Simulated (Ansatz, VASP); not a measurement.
## TePt (nod) in VASP and in Ansatz

```
Te Pt
1.0
     1.98196    1.14428    6.61087
    -1.98196    1.14428    6.61087
     0.00000   -2.28856    6.61087
Te Pt
2 2
Direct
  0.59848 0.59848 0.59848
  0.40152 0.40152 0.40152
  0.86981 0.86981 0.86981
  0.13019 0.13019 0.13019
```

Alike in both runs: functional PBEsol; k mesh 12 × 12 × 12; occupations gaussian, width 0.1 eV; no spin polarisation.

Ansatz relaxed the structure, and its values are those at the end. VASP's run is a single point on that final structure, the one shown.

|  | VASP | Ansatz |
| --- | --- | --- |
| version | VASP 6.6.1 | Ansatz 0.2.0 |
| potentials or method | VASP PAW PBE potentials, release 64 (Te, Pt) | scalar-relativistic, plane waves, PAW |
| plane-wave cutoff (eV) | 520 | 420 |
| valence electrons in the cell | 32 | 68 |

Ansatz gave:

* gap on the k mesh at the Fermi level (eV): none
* pressure (GPa): 0.0
* rms of the force components (eV/Å): 0.000

Task: Which values does VASP return?

Result: gap on the k mesh at the Fermi level (eV): none; pressure (GPa): -0.1; rms of the force components (eV/Å): 0.003.

A gap of «none» marks a metal or a gap that the smearing closes. The functional is the same, so the differences come from potentials, cutoffs and numerics. The two sets of potentials don't hold the same shells in valence.

Caveats: the PAW data sets were made with another functional, which shifts forces and pressure a little (VASP). The runs have no spin-orbit coupling, so splittings on Pt, Te are missing.
